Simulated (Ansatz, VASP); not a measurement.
# SiC: VASP beside Ansatz

```
Si C
1.0
     3.04108    0.00000    0.00000
    -1.52054    2.63365    0.00000
     0.00000    0.00000    4.99083
Si C
2 2
Cartesian
  0.0000 1.7558 0.0229
  1.5205 0.8779 2.5184
  0.0000 1.7558 1.8985
  1.5205 0.8779 4.3940
```

Alike in both runs: functional LDA; k mesh 8 × 8 × 4; no spin polarisation.

Ansatz relaxed the structure, and its values are those at the end. VASP's run is a single point on that final structure, the one shown.

|  | VASP | Ansatz |
| --- | --- | --- |
| version | VASP 6.6.1 | Ansatz 0.2.0 |
| potentials or method | VASP PAW LDA potentials, release 64 (Si, C), cutoff 520 eV | all-electron LAPW, scalar-relativistic |
| occupations | gaussian, width 0.01 eV | fixed |

```tsv
	VASP	Ansatz	Ansatz less VASP
gap on the k mesh at the Fermi level (eV)	2.35	2.37	+0.015
pressure (GPa)	4.0	3.5	-0.43
```

Ansatz ran all-electron here, so the differences hold the error of VASP's frozen core and of both bases.

A k mesh can miss the band edges. As with any semilocal functional, this LDA gap is likely too small.
